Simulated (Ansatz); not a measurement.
The system is Mg.

```xyz
2
Lattice="3.2093 0.0000 0.0000 -1.6046 2.7793 0.0000 0.0000 0.0000 5.2103" Properties=species:S:1:pos:R:3 pbc="T T T"
Mg    1.6047    0.9264    3.9077
Mg    0.0000    1.8529    1.3026
```

```yaml
Program: Ansatz 0.2.0
Task: relaxation of cell and atoms
Functional: revPBE
Dispersion: D4
Potentials_or_basis: Ansatz PAW
Cutoff: "420 eV (not typed: the program's choice for these potentials)"
k_mesh: 10 × 10 × 5
Occupations: fermi-dirac, width 0.05 eV
Spin: no spin polarisation
```

At the start: volume 23.24 Å³/atom.

Q: How do energy, volume and symmetry change on relaxing?

A: It ends after 19 steps; space group P6_3/mmc (No. 194, to 0.05 Å).

The path:
| step | energy change (eV) | largest force (eV/Å) | volume (Å³) |
| --- | --- | --- | --- |
| 1 | 0.0000 | 0.0000 | 46.47 |
| 2 | -0.0005 | 0.0000 | 46.65 |
| 3 | -0.0010 | 0.0000 | 46.64 |
| 4 | -0.0014 | 0.0000 | 46.62 |
| 5 | -0.0018 | 0.0000 | 46.61 |
| 6 | -0.0022 | 0.0000 | 46.59 |
| 7 | -0.0031 | 0.0000 | 46.59 |
| 8 | -0.0039 | 0.0000 | 46.52 |
| 9 | -0.0050 | 0.0000 | 46.55 |
| 10 | -0.0056 | 0.0000 | 46.56 |
| 11 | -0.0057 | 0.0000 | 46.57 |
| 12 | -0.0057 | 0.0000 | 46.57 |
| 13 | -0.0058 | 0.0000 | 46.56 |
| 14 | -0.0058 | 0.0000 | 46.55 |
| 15 | -0.0060 | 0.0000 | 46.47 |
| 16 | -0.0061 | 0.0000 | 46.51 |
| 17 | -0.0061 | 0.0000 | 46.50 |
| 18 | -0.0061 | 0.0000 | 46.50 |
| 19 | -0.0061 | 0.0000 | 46.50 |

Final structure:
```yaml
crystal:
  lattice:
    - [3.17759, 0.00000, 0.00000]
    - [-1.58879, 2.75187, 0.00000]
    - [0.00000, 0.00000, 5.31727]
  atoms:
    - { symbol: Mg, position: [0.66667, 0.33333, 0.75000] }
    - { symbol: Mg, position: [0.33333, 0.66667, 0.25000] }
```

Caveat: the plane-wave basis is chosen anew once the cell has moved, so the energies of steps on either side of that aren't comparable; pairwise dispersion overbinds metals, which lowers pressure and volume; the PAW data sets come from PBE, with cores solved anew for the run's functional, which leaves a small shift of forces and pressure.
